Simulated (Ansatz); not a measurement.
# Computed properties of SnTe

```xyz
2
Lattice="0.0000 3.1565 3.1565 3.1565 0.0000 3.1565 3.1565 3.1565 0.0000" Properties=species:S:1:pos:R:3 pbc="T T T"
Sn    0.0000    0.0000    0.0000
Te    3.1565    3.1565    3.1565
```

Atoms are numbered in the order listed.

The cell is COD entry 9008726, as deposited and not checked against the literature; nothing was relaxed.

Spin–orbit coupling is left out, though it moves levels of the heavy atoms by tenths of an eV or more.

All numbers are computed: DFT, PBE, all-electron LAPW, scalar-relativistic (Ansatz 0.2.0); DFT, PBE, PAW with Ansatz's default frozen-core files, scalar-relativistic (Ansatz 0.2.0).

For LAPW: a Γ-centred 11×11×11 k mesh, Fermi–Dirac smearing of 0.08 eV, basis error target 0.25 meV/atom, no spin polarisation. PAW takes a cutoff of 420 eV at this cell. The Ansatz runs share mesh, smearing and spin set-up. Values come from LAPW unless marked.

```yaml
Bader_charges_from_the_PAW_run: Sn1 +0.64, Te2 -0.64 e
Volume_per_atom: 31.45 Å³
```

Question: Give the computed value. Band gap.

Answer: 0.08 eV, direct at L (0.5, 0.5, 0.5) (so small a gap may close at points that the mesh and path miss).

Question: Give the computed value. Löwdin charges (with 0.06 e of the cell spilling out of the atomic basis, so their sizes and signs hang on that basis).

Answer: Sn1 0.11, Te2 -0.05 e.

Question: Predict this quantity. Pressure at this cell.

Answer: 2.03 GPa.
